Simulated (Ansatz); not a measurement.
The system is Bi.

```
Bi
1.0
    -1.98143    1.98143    1.98143
     1.98143   -1.98143    1.98143
     1.98143    1.98143   -1.98143
Bi
1
Cartesian
  0.0000 0.0000 0.0000
```

This isn't the form of Bi at room conditions, which is rhombohedral.

Base run:

| Item | Value |
| --- | --- |
| Program | Ansatz 0.2.0 |
| Functional | BLYP |
| Potentials or basis | all-electron LAPW, scalar-relativistic |
| Cutoff | 160 eV |
| Density cutoff | 638 eV |
| Basis error allowed | 0.001 eV/atom |
| k mesh | 9 × 9 × 9 |
| Occupations | fermi-dirac, width 0.05 eV |
| Spin | no spin polarisation |

Its results: pressure 5.0 GPa.

Problem. The run is repeated on the same cell with these changes: functional from BLYP to LDA. What comes out?

Solution. Pressure -3.3 GPa.

LDA binds more tightly than BLYP, so the same cell stands under less pressure.

Not every run made on this cell is shown here.
